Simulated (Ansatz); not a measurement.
This is a single-point calculation with Ansatz 0.2.0 on a 4-atom cell of CdSe started from a crystallographic database; the level of theory is LDA. The cell was relaxed beforehand with r2SCAN.

```yaml
crystal:
  lattice:
    - [4.3407185131, 0.0, 0.0]
    - [-2.1703592566, 3.7591725031, 0.0]
    - [0.0, 0.0, 7.076664969]
  atoms:
    - { symbol: Cd, position: [0.3333333333, 0.6666666667, 0.0045236775] }
    - { symbol: Cd, position: [0.6666666667, 0.3333333333, 0.5045236775] }
    - { symbol: Se, position: [0.3333333333, 0.6666666667, 0.3804763225] }
    - { symbol: Se, position: [0.6666666667, 0.3333333333, 0.8804763225] }
kpoints:
  mp_grid: { grid: [12, 12, 4] }
  band_path:
    path:
      - [0.0, 0.0, 0.0]
      - [0.5, 0.0, 0.0]
      - [0.3333333333, 0.3333333333, 0.0]
      - [0.0, 0.0, 0.5]
      - [0.5, 0.0, 0.5]
      - [0.3333333333, 0.3333333333, 0.5]
    npoints: 1
hamiltonian:
  xc: lda
scf:
  occupations: { method: fixed }
  n_extra_bands: 5
output:
  forces: true
  stress: true
  eigenvalues: true
  write_density: true
  write_potential: true
  elf: true
  volumetric_format: npy
```

Some lines of the output have been replaced by numbered gaps.
```
scf.n_extra_bands = 5 over 36 filled bands (N_el = 72.0): the run solves 41 bands
Pseudopotential: Cd, paw, valence charge 20, recommended cutoff 420 eV (normal)
Pseudopotential: Se, paw, valence charge 16, recommended cutoff 420 eV (normal)
Functional definition: SPW92
Crystal: 4 atoms, lattice volume = 115.474 Å³
Basis set: ecut = 420 eV, 2273 PW (Γ)
Symmetry: 12 space group operations
Space group: P63mc (ITA 186)
k-points: 57 of 576 (time reversal used)
SCF 1 converged in 7 iterations: F = -27004.396848 eV  dr2 = 6.74e-8
NSCF: frozen V_eff on 6 k-points
SCF converged after 7 iterations
Free energy (F): -27004.396848 eV
[1]
--- Forces (eV/Å), atoms counted from 1 ---
  atom   1  Cd      0.00000      0.00000    -0.00222
  atom   2  Cd      0.00000      0.00000    -0.00222
  atom   3  Se      0.00000      0.00000      0.00224
  atom   4  Se      0.00000      0.00000      0.00224
--- Stress (GPa, compression-positive) ---
[2]
--- Band table (eV; the first three rows and the last of 57) ---
[3]
```

The rows of the band table are 0: (0, 0, 0) = Γ, 1: (0, 0, 1/4), 2: (0, 0, -1/2) = A, 56: (1/3, 1/3, -1/2) = H.

Task: What stood in the gaps? They hold the stress, the Fermi energy and the band table.

Result:
```
[1]
Fermi energy:    6.787691 eV
[2]
       -3.149296       0.000000       0.000000
        0.000000      -3.149296       0.000000
        0.000000       0.000000      -3.068098
  P = ⅓ Tr σ = -3.1222 GPa (-31.222 kbar)
[3]
  k-point 0: bands = […, 2.4717, 6.0471, 6.0471, 6.7417, 6.7877, 6.7877, 7.1215, 8.7454, 12.5155, 12.5155, …]
  k-point 1: bands = […, 2.9677, 5.4850, 6.1475, 6.1475, 6.6702, 6.6702, 8.2512, 8.8356, 12.3529, 12.6078, …]
  k-point 2: bands = […, 4.1086, 4.1086, 6.4003, 6.4003, 6.4003, 6.4003, 8.9002, 8.9002, 12.4131, 12.4131, …]
  k-point 56: bands = […, 2.7161, 2.7161, 4.4104, 4.4104, 5.7030, 5.7030, 10.3316, 10.3316, 12.4174, 12.4174, …]
```
Only the leading digits can be foreseen; the rest is this run's record.

The LDA gap is direct at Γ: 0.33 eV. At this geometry LDA finds -3.12 GPa, compression counted positive: its own equilibrium volume is smaller.

Command: `ansatz run input.yaml --threads 2 --pin off --max-ram 2211MiB --backend cpu --events-out ev --progress --plain --runs-dir out`.

The values are computed, spin-unpolarised, and not measurements.

Spin-orbit coupling is left out.
